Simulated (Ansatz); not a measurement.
## TiO₂ stretched along one axis: stress and gap

Cell: a COD entry whose atoms were relaxed with PBE, the cell held.

```xyz
6
Lattice="4.5940 0.0000 0.0000 0.0000 4.5940 0.0000 0.0000 0.0000 2.9590" Properties=species:S:1:pos:R:3 pbc="T T T"
Ti    0.0000    0.0000    0.0000
Ti    2.2970    2.2970    1.4795
O     1.3979    1.3979    0.0000
O     0.8991    3.6949    1.4795
O     3.1961    3.1961    0.0000
O     3.6949    0.8991    1.4795
```

Atoms are numbered from 1 in the order listed; like atoms form one site, named after its first atom.

Method: Kohn–Sham DFT in Ansatz, PBE, plane waves and PAW, scalar-relativistic, 420 eV cutoff, Γ-centred 7×7×10 k-points, Fermi–Dirac smearing 0.02 eV.

The cell is stretched along z (the third Cartesian axis of the run's cell), x and y held, and the ions relax again each time. Tension counts as positive.

```
strain along z (%)  stress along z (GPa)  stress along x (GPa)  gap on the k-mesh (eV)
                -3                 -20.4                 -10.5                    1.93
                -2                 -14.7                  -8.7                    1.91
                -1                  -9.3                  -6.9                    1.89
                 0                  -4.2                  -5.2                    1.87
                +1                     ?                     ?                       ?
                +2                   5.1                  -1.9                    1.81
                +3                   9.3                  -0.4                    1.79
```

(1) Estimate the row at +1 % from the others.

Answers

(1) stress along z (GPa): 0.7; stress along x (GPa): -3.4; gap on the k-mesh (eV): 1.83. Worked: parabolas through the other 6 rows give 0.6 and -3.5 GPa at +1 %. Their slopes at zero strain are 494 GPa (the stiffness along z) and 169 GPa (the coupling of z to x). They hold at this cell, where the calculated pressure is 4.8 GPa. The gap closes by 28 meV per per cent of stretch between the rows next to zero strain; the parabola gives 1.84 eV for the withheld row.

PBE gaps are too small, by a third to a half in many semiconductors; their changes with strain are better.

All values belong to this cell and structure model.
